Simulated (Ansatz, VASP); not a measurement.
## Two plane-wave programs on Sr

Contents of INCAR:

```
PREC = Accurate
ENCUT = 520
EDIFF = 1E-6
ISMEAR = 0
SIGMA = 0.03
LREAL = F
LASPH = T
NELM = 80
ALGO = Fast
ISIF = 2
LWAVE = F
LCHARG = F
GGA = PS
NBANDS = 11
```

The input KPOINTS:

```
Automatic mesh
0
Gamma
  10 10 10
```

The input POSCAR:

```
Sr
1.0
    0.0038029375      3.0423500000      3.0423500000
    3.0423500000      0.0038029375      3.0423500000
    3.0461529375      3.0461529375      0.0000000000
Sr
1
Direct
    0.0000000000      0.0000000000      0.0000000000
```

Input for Ansatz:

```yaml
crystal:
  lattice:
    - [0.0038029375, 3.04235, 3.04235]
    - [3.04235, 0.0038029375, 3.04235]
    - [3.0461529375, 3.0461529375, 0.0]
  atoms:
    - { symbol: Sr, position: [0.0, 0.0, 0.0] }
basis:
  ecutwfc: 420
kpoints:
  mp_grid: { grid: [10, 10, 10] }
hamiltonian:
  xc: pbesol
scf:
  occupations: { method: gaussian, width: 0.03 }
output:
  forces: true
  stress: true
  eigenvalues: true
```

Change from the starting cell: strain +0.0025 x Voigt [0, 0, 0, 0, 0, 1], atoms carried along.

Alike in both runs: task single point; functional PBEsol; k mesh 10 × 10 × 10; occupations gaussian, width 0.03 eV; no spin polarisation.

|  | VASP | Ansatz |
| --- | --- | --- |
| version | VASP 6.6.1 | Ansatz 0.2.0 |
| potentials or method | VASP PAW PBE potentials, release 64 (Sr_sv) | scalar-relativistic, plane waves, PAW |
| plane-wave cutoff (eV) | 520 | 420 |
| valence electrons in the cell | 10 | 10 |

```tsv
	VASP	Ansatz	Ansatz less VASP
gap on the k mesh at the Fermi level (eV)	none	none	-
pressure (GPa)	-0.9	-0.9	-0.01
```

A gap of «none» marks a metal or a gap that the smearing closes.

Caveats: the PAW data sets were made with another functional, which shifts forces and pressure a little (VASP).
